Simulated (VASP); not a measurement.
A run of VASP 6.6.1 is set up as follows.

Contents of INCAR:

```
SYSTEM = InAs
PREC     = Accurate       ! precision mode
ENCUT    = 520            ! plane-wave cutoff, eV
EDIFF    = 1E-6           ! SCF threshold, eV
ISMEAR   = 0              ! smearing method
SIGMA    = 0.1            ! smearing width, eV
LREAL    = .FALSE.        ! projectors in reciprocal space
LASPH    = .TRUE.         ! aspherical terms in the spheres
NELM     = 80             ! most SCF steps
ALGO     = Normal         ! electronic algorithm
ISIF     = 2              ! what is computed and relaxed
LWAVE    = .FALSE.        ! write WAVECAR
LCHARG   = .FALSE.        ! write CHGCAR
GGA      = PE             ! functional
NBANDS   = 16             ! bands
ISYM     = 0
```

File KPOINTS:

```
Automatic mesh
0
G
  8 6 16
  0 0 0
```

The input POSCAR:

```
InAs
1.0
    4.3746994688      0.0000000000      0.0000000000
    0.0000000000      6.1867593201      0.0000000000
    2.1873497344     -3.0933796600      2.1873497344
In As
1 1
Direct
    0.0000000000      0.0000000000      0.0000000000
    0.5000000000      0.7500000000      0.0000000000
```

Potentials or basis: VASP PAW PBE potentials, release 64 (In_d, As).

Run with:

```sh
$ cat potpaw_PBE.64/In_d/POTCAR potpaw_PBE.64/As/POTCAR > POTCAR
$ mpirun -np 1 vasp_std > vasp.out
```

**Question.** Predict the band gap on the k mesh.

**Answer.** Zero (filled and empty bands touch).

**Question.** Estimate the pressure.

**Answer.** 0.0 GPa.

Caveat: spin-orbit coupling is left out, which moves the levels of the heavy elements.

**The experiment to reproduce.**

From a printed reference work, data compilation, for a bulk crystal of InAs at 4.2 K: band gap 0.418 eV (direct).

A measured gap of InAs is 0.418 eV (direct; 4.2 K; a printed reference work, data compilation); the calculated 0.00 eV misses it by -0.42 eV. Spin-orbit coupling on As, In is left out. The value is that of PBE on a finite k mesh, which can miss the band edges, without temperature or zero-point motion. Semilocal functionals fall short of measured gaps as a rule.
